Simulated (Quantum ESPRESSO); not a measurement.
MnO:

```
Mn O
1.0
     0.00000    2.19197    2.19197
     2.19197    0.00000    2.19197
     2.19197    2.19197    0.00000
Mn O
1 1
Direct
  0.00000 0.00000 0.00000
  0.50000 0.50000 0.50000
```

The cell isn't the ideal one: volume scaled by 0.96.

```yaml
Program: Quantum ESPRESSO 7.5
Task: phonons
Functional: LDA
Potentials_or_basis: JTH 2.0 LDA
Cutoff: 735 eV
Density_cutoff: 4408 eV
k_mesh: 4 × 4 × 4, shifted
Occupations: fermi-dirac, width 0.05 eV
Spin: collinear spin, ferromagnetic start
Starting_moments: "[4.0, 0.0] μB"
Form_of_the_LDA_correlation: PW92
Most_SCF_iterations: 120
SCF_threshold: 4e-10 Ry
Startingwfc: atomic
Mixing_beta: 0.05
```

At Γ the optical frequencies are 295 295 295 cm⁻¹, at a pressure of -11.4 GPa.

Q: How do the modes respond when the cell is scaled evenly, at fixed shape?

A: The highest mode has a Grüneisen parameter of 3.94 and moves by +20.7 cm⁻¹ per GPa. None of the listed modes softens on compression. The pressures give a bulk modulus of about 56 GPa.

Frequencies at 99 % and 101 % of the volume (pressures -10.9 and -12.0 GPa), ions relaxed:
```
mode  99 % (cm⁻¹)  101 % (cm⁻¹)  Grüneisen parameter
   4        306.4         283.2                 3.94
   5        306.4         283.2                 3.94
   6        306.4         283.2                 3.94
```

Modes are matched by their order; those that don't vary smoothly over the three volumes are left out.

Caveat: the k mesh is coarse (spacing up to 0.62 Å⁻¹), so the values aren't converged; the mesh is thin for the phonons of a metal; the cell is more than 3 GPa from zero pressure, which shifts response properties; a cell with one magnetic atom can't hold antiferromagnetic order, which such compounds often take.
